## Five programs, one crystal: who computed which row?

Nickel disilicide, NiSi₂, has been computed by five programs with the same functional, in one cell of fixed size whose atoms had been pushed slightly off their sites. The question on this page is whether the results betray the program. If they do, they also show where a program's own potentials and basis leave their mark.

PBE calculations with collinear spins for a three-atom NiSi₂ cell whose atoms were moved at random by about 0.05 Å, with a 9×9×9 k mesh and Fermi-Dirac smearing of 0.05 eV. The basis is given as the plane-wave cutoff, or for OpenMX as the name of its orbital set. Pressure is positive in compression, and the Ansatz value leaves out the Pulay correction. Candidates: Ansatz, OpenMX, ABACUS, GPAW, VASP.

| row | pressure (GPa) | largest force (eV/Å) | energy change per atom (meV) | cell moment (μB) | pressure less the median of the rows (GPa) |
| --- | --- | --- | --- | --- | --- |
| A | 5.250 | 0.487 | n/a | 0.000 | 1.150 |
| B | 3.970 | 0.466 | 7.360 | 0.000 | -0.130 |
| C | 3.920 | 0.466 | n/a | 0.000 | -0.180 |
| D | 7.410 | 0.484 | n/a | 0.000 | 3.310 |
| E | 4.100 | 0.465 | 7.420 | 0.000 | 0.000 |

The pressure is positive when the cell is compressed, so in all five rows the crystal would like to expand. The largest force is the strongest pull on any one atom, and the energy change is the cost of having moved the atoms. The cell moment is zero throughout: every run ended in the same non-magnetic state, and magnetism cannot be what separates the rows.

### What the columns can tell apart

The pressure sorts the rows into three groups. B, C and E lie within 0.2 GPa of one another, A stands 1.15 GPa above E, and D lies another 2.16 GPa higher. The largest force hardly sorts them at all: its highest value is only 5% above its lowest, and it belongs to A, not to D. An explanation is needed for why one quantity separates the programs so much better than the other.

Two limiting cases give it. Take first the perfect crystal, with every atom on its site, in a cell that is too small. Each atom is surrounded so symmetrically that the pulls of its neighbours cancel, and the force is zero by symmetry, whether a program's potentials are good or bad. The pressure doesn't cancel, because all bonds are squeezed and all push outwards together.

Now take a cell of just the right size and move the atoms a little. Forces appear at once, in proportion to the displacement, while the pressure changes only with its square. A force therefore measures how stiff the bonds are, and the pressure measures how far the cell is from the size that the program prefers. If two programs differ slightly in the preferred size, the pressure shows it at once and the force hardly at all.

### From pressure to size

The disagreement is easier to judge as a length. For small changes, a pressure offset ΔP corresponds to a relative change of volume ΔP/K, where K is the bulk modulus, the resistance to uniform compression. A cube's edge a changes by a third of that, so Δa = a ΔP/(3K). I take ΔP from row E, whose pressure is the median, and use a rough recalled K of 160 GPa for all rows.

For row D, ΔP is 3.31 GPa. Divided by K, this is about 2% in volume, and a third of it is 0.7% in length. The program behind D thus prefers a cubic edge about 0.04 Å longer than the program behind E does. For A the same steps give about 0.01 Å, and for B and C the offsets are some 0.002 Å or less. Even the largest offset is below 1% of the edge. It stands out in the pressure because the cell is itself only slightly smaller than the preferred one, so a small shift of the preferred size is a large part of the whole compression.

This is a conversion, not a test, since no cell was relaxed to check it. It also assumes that all programs share one bulk modulus, which runs at a single cell size can't confirm. The offsets for all rows are in the printed output below.

### Assigning the rows

Pressure is the slope of the energy against volume, with its sign reversed. An error in the energy that is the same at every volume drops out, whereas one that changes with volume enters in full. Four of the candidates describe the electrons with plane waves, a basis that a higher cutoff improves steadily. OpenMX uses a fixed set of orbitals centred on the atoms, which may suit one volume better than another.

**D is therefore probably OpenMX.** The argument rests on the size of the offset, not on its sign, and a poorly matched potential in another program could do the same. The assignment is likely, not sure.

**A remains ambiguous** among the four plane-wave programs. It is tempting to give it to Ansatz, which has the lowest cutoff. But too few plane waves normally make the computed pressure too low, and A is high.

**B, C and E are ambiguous too.** B and C differ by only 0.05 GPa, and a basis-set correction (the Pulay term) of about that size was taken off the Ansatz pressure. A gap this small can't tell the programs apart. The energy change doesn't part B from E either, as the two values agree within 0.1 meV per atom.

### The labels

The rows with their labels:

| program | potentials | basis | pressure (GPa) | largest force (eV/Å) | energy change per atom (meV) | cell moment (μB) | pressure less the median of the rows (GPa) |
| --- | --- | --- | --- | --- | --- | --- | --- |
| VASP | VASP PAW PBE potentials, recommended | 520 eV | 3.920 | 0.466 | n/a | 0.000 | -0.180 |
| Ansatz | Ansatz PAW | 420 eV | 3.970 | 0.466 | 7.360 | 0.000 | -0.130 |
| ABACUS | PseudoDojo NC SR 0.4.1 PBE standard | 1333 eV | 4.100 | 0.465 | 7.420 | 0.000 | 0.000 |
| GPAW | GPAW PAW data sets (gpaw data 1.2.1) | 600 eV | 5.250 | 0.487 | n/a | 0.000 | 1.150 |
| OpenMX | OpenMX 2013 PBE set | standard | 7.410 | 0.484 | n/a | 0.000 | 3.310 |

D is indeed OpenMX, and A, the other outlier, is GPAW. With the labels known, the symmetry argument can be checked on a second quantity from the same runs, the shear stress. Like the forces, it vanishes in the perfect crystal and appears only because the atoms were moved. GPAW and ABACUS differ by 0.09 GPa in their largest shear stress but by 1.15 GPa in pressure, as the argument leads one to expect. For OpenMX, the larger outlier, no shear stress is at hand.

The labels also test another suspect, the frozen core. VASP treats 10 electrons of nickel as active, whereas Ansatz and ABACUS treat 18, and yet the three pressures nearly coincide. Nor does the type of potential divide the rows: ABACUS uses norm-conserving pseudopotentials, and it agrees with two programs that use the PAW method. In this crystal, neither the number of active electrons nor the type of potential accounts by itself for the outliers.

A candidate for GPAW is its particular PAW data set, a plausible cause that these runs don't test. For OpenMX both the orbitals and the potentials differ from those of the other programs, so the offset can't be divided between them. Repeating the OpenMX run with a larger orbital set and the same potentials would show the share of the basis.

None of these differences is a property of NiSi₂, because crystal, functional and electronic state are the same in every row. They come from the potentials, the basis sets and the other numerical settings of each program. The agreement of three programs makes their common pressure credible, but the median is simply the ABACUS value and not an exact reference.

For practical work, this means that small differences in pressure or cell size are best taken between runs of one program with one set of potentials, unless the programs have been shown to agree. Forces on atoms whose ideal sites are fixed by symmetry can be expected to carry over better: here the largest force agrees to within 5%. Where symmetry leaves an atom free to slide, as in the spacing of a layered crystal, that protection is gone, and an error in the preferred bond length enters the force directly.

The analysis program printed:

```
Offsets from the ABACUS row:
     row  pressure offset (GPa)  pressure offset (%)  largest force offset (%)  Ni valence electrons
    VASP                  -0.18                -4.39                    0.2151                    10
  Ansatz                  -0.13               -3.171                    0.2151                    18
  ABACUS                      0                    0                         0                    18
    GPAW                   1.15                28.05                     4.731                    16
  OpenMX                   3.31                80.73                     4.086                    18
Estimated offset of the preferred lattice constant:
     row  offset (A)  offset (%)
    VASP   -0.002027     -0.0375
  Ansatz   -0.001464    -0.02708
  ABACUS           0           0
    GPAW     0.01295      0.2396
  OpenMX     0.03728      0.6896
Cubic lattice constant of the cell (A): 5.407
Spread of the three lowest pressures (GPa): 0.18
Step from the third to the fourth pressure (GPa): 1.15
Step from the fourth to the fifth pressure (GPa): 2.16
Highest over lowest pressure (ratio): 1.89
Highest over lowest largest force (ratio): 1.047
Ansatz less VASP pressure (GPa): 0.05
Pulay term taken off the Ansatz pressure (GPa): 0.04657
ABACUS less Ansatz energy change (meV per atom): 0.06
GPAW less ABACUS largest shear stress (GPa): 0.0888
GPAW against ABACUS largest shear stress (%): 5.722
VASP against ABACUS largest shear stress (%): -1.453
```
